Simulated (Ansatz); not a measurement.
Runs of Ansatz 0.2.0 on C. The structure is cubic, space group Fd-3m (No. 227). Conventional cell: a = 3.567 Å, b = 3.567 Å, c = 3.567 Å, α = 90.00°, β = 90.00°, γ = 90.00°. C (site symmetry -43m) has 4 C at 1.54 Å as nearest neighbours. This isn't the form of C at room conditions, which is graphite.

```csv
task,level,cell,k mesh,cutoff (eV),gap on the mesh (eV),pressure (GPa),relaxed volume (Å³/atom)
relaxation of cell and atoms,PBEsol+D4,relaxed,13 × 13 × 13,-,4.06,0.0,5.57
band structure,RPBE,as given,13 × 13 × 13,447,4.15,7.9,-
relaxation of cell and atoms,BLYP+D4,relaxed,13 × 13 × 13,-,(b),0.0,5.68
elastic constants,PBEsol,as given,10 × 10 × 10,476,4.04,(a),-
relaxation of cell and atoms,PBEsol+D3(BJ),relaxed,13 × 13 × 13,-,4.06,0.0,5.56
```

Alike in all rows: potentials or basis all-electron LAPW, scalar-relativistic; no spin polarisation; smearing fermi-dirac 0.05 eV; basis error allowed 0.001 eV/atom.

**Question.** Fill in the values left out.

**Answer.** (a) -4.8; (b) 4.46.

Caveats: an odd mesh through Γ misses points on the zone boundary, where band edges often lie (some runs); the cell is more than 3 GPa from zero pressure, which shifts response properties (some runs).

Runs at the PBE level aren't shown here.
